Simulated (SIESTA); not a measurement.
The system is Ni.

```
Ni
1.0
    -1.38372    1.38372    1.38372
     1.38372   -1.38372    1.38372
     1.38372    1.38372   -1.38372
Ni
1
Direct
  0.00000 0.00000 0.00000
```

This isn't the form of Ni at room conditions, which is fcc.

```yaml
Program: SIESTA 5.4.2
Task: single point
Functional: PBE
Potentials_or_basis: PseudoDojo 0.4 standard (PBE files)
Basis: DZP (energy shift 0.003 Ry; two zetas on semicore shells)
Grid_cutoff: 800 Ry
Energy_shift: 0.003 Ry
k_mesh: 13 × 13 × 13
Occupations: fermi-dirac, width 0.05 eV
Spin: collinear spin, ferromagnetic start
Starting_moments: "[1.0] μB"
```

On this cell: pressure 6.7 GPa; net moment 0.61 μB per cell; site moments Ni +0.61 μB; band gap on the k mesh none (metal or under the smearing width).

The same run follows on a disturbed copy (cell strained at random at fixed volume):

```xyz
1
Lattice="-1.3885 1.3631 1.4318 1.3311 -1.3624 1.3736 1.4153 1.3892 -1.4311" Properties=species:S:1:pos:R:3 pbc="T T T"
Ni   -0.0296   -0.0238   -0.0336
```

**Question.** What does the disturbed cell give?

**Answer.** The energy (extrapolated to zero smearing) moves by +11.0 meV/atom; pressure 6.6 GPa; net moment 0.61 μB per cell; site moments Ni +0.61 μB; band gap on the k mesh none (metal or under the smearing width).

Stress tensor (GPa, compression positive):
```
 5.64 -3.06  7.34
-3.06  6.20 -0.41
 7.34 -0.41  7.92
```

Caveats: short orbitals over semicore shells can move pressures by several GPa; the basis of atomic orbitals isn't converged, which shifts pressures, moduli and gaps.
